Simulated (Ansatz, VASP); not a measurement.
**One calculation of ZnO, two programs**

```xyz
2
Lattice="2.6882 0.0000 0.0000 0.0000 2.6882 0.0000 0.0000 0.0000 2.6882" Properties=species:S:1:pos:R:3 pbc="T T T"
Zn    0.0000    0.0000    0.0000
O     1.3441    1.3441    1.3441
```

The cell was built by a generator and needn't be a form met in nature.

Alike in both runs: task electric field gradients; functional PBE; k mesh 10 × 10 × 10; occupations fermi-dirac, width 0.05 eV; no spin polarisation.

|  | VASP | Ansatz |
| --- | --- | --- |
| version | VASP 6.6.1 | Ansatz 0.2.0 |
| potentials or method | VASP PAW PBE potentials, release 64 (Zn, O), cutoff 520 eV | all-electron PAW datasets made for the crystal |

Ansatz gave:

- gap on the k mesh at the Fermi level (eV): none
- pressure (GPa): -0.1
- Vzz of the field gradient on the site that differs most (V/Å²): 0.0

What did VASP give for the same quantities?

gap on the k mesh at the Fermi level (eV): none; pressure (GPa): 0.6; Vzz of the field gradient on the site that differs most (V/Å²): 0.0.

A gap of «none» marks a metal or a gap that the smearing closes. Ansatz ran all-electron here, so the differences hold the error of VASP's frozen core and of both bases.
